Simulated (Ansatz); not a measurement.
**Bands of Pb**

```
Pb
1.0
    -1.97966    1.97966    1.97966
     1.97966   -1.97966    1.97966
     1.97966    1.97966   -1.97966
Pb
1
Direct
  0.00000 0.00000 0.00000
```

The cell is the one relaxed in the Materials Project (mp-22692), not relaxed further here; entries there can be hypothetical.

No spin–orbit coupling, which matters for the heavy atoms here.

Level of theory: DFT, PBEsol, all-electron LAPW, scalar-relativistic (Ansatz 0.2.0).

The runs use a Γ-centred 13×13×13 k mesh, Fermi–Dirac smearing of 0.08 eV, basis error target 0.25 meV/atom, no spin polarisation.

Points in fractions of the reciprocal vectors of this cell: Γ (0, 0, 0), H (0.5, -0.5, 0.5), N (0, 0, 0.5), P (0.25, 0.25, 0.25). The path joins them by straight lines in the order Γ–H–N–Γ–P–H–P–N; legs that retrace an earlier one aren't tabulated. Energies are in eV from the Fermi level.

Question: List the levels at P between -8 and 4.5 eV.

Answer: -7.19, -1.02 (×3).

Question: List the levels at H between -8 and 4.5 eV.

Answer: -5.24, -0.36 (×3).

Question: List the levels at Γ between -8 and 4.5 eV.

Answer: none.

Question: What is the band gap?

Answer: none: bands cross the Fermi level, a metal.
